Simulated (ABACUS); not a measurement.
## C: equation of state with PBEsol

**The experiment to reproduce.**

“Equation of state of cubic boron nitride at high pressures and temperatures”, 2007, arxiv:cond-mat/0702656 quotes, for a bulk crystal of C: bulk modulus 442 ± 5 GPa.

Crystal: C.

```xyz
2
Lattice="0.0000 1.7834 1.7834 1.7834 0.0000 1.7834 1.7834 1.7834 0.0000" Properties=species:S:1:pos:R:3 pbc="T T T"
C     2.6751    2.6751    2.6751
C     1.7834    1.7834    1.7834
```

This isn't the form of C at room conditions, which is graphite.

```
Program                                       : ABACUS 3.10.1
Task                                          : equation of state
Functional                                    : PBEsol
Potentials or basis                           : PseudoDojo NC SR 0.4.1 PBEsol standard
Cutoff                                        : 1116 eV
Density cutoff                                : 4463 eV
Basis                                         : plane waves
k mesh                                        : 13 × 13 × 13
Occupations                                   : fermi-dirac, width 0.05 eV
Spin                                          : no spin polarisation
Radial cutoff of the potentials (pseudo_rcut) : 7 bohr
SCF threshold on the density                  : 1e-08
Max SCF steps                                 : 100
Eigensolver                                   : dav
Mixing                                        : broyden
Mixing share                                  : 0.7
Symmetry key                                  : 1
Bands                                         : 8
```

| Item | Value |
| --- | --- |
| Equilibrium volume | 5.63 Å³/atom |
| Bulk modulus | 449 GPa |
| Pressure derivative of the bulk modulus | 3.7 |

Energy against volume, from the lowest point:
```csv
volume (Å³/atom),energy (meV/atom)
5.332,24.22
5.445,8.88
5.558,1.03
5.672,0.00
5.785,5.18
5.899,15.99
6.012,31.95
```

All runs of the series together: 12 s on 4 threads of Intel(R) Xeon(R) 6975P-C (Granite Rapids), with other jobs on the host.

Measured bulk modulus of C: 442 GPa (quoted in “Equation of state of cubic boron nitride at high pressures and temperatures”, 2007, arxiv:cond-mat/0702656). This calculation gives 449 GPa (+1.6 %). 3 values of this kind are on record (442 to 444.8 GPa); this one was drawn at random among those near their median, those with a stated uncertainty first. The fit is for a static lattice scaled at fixed shape and fixed fractional positions. The cell as given is a measured one (5.67 Å³/atom); PBEsol puts the equilibrium volume -0.7 % from it, thermal expansion not counted.
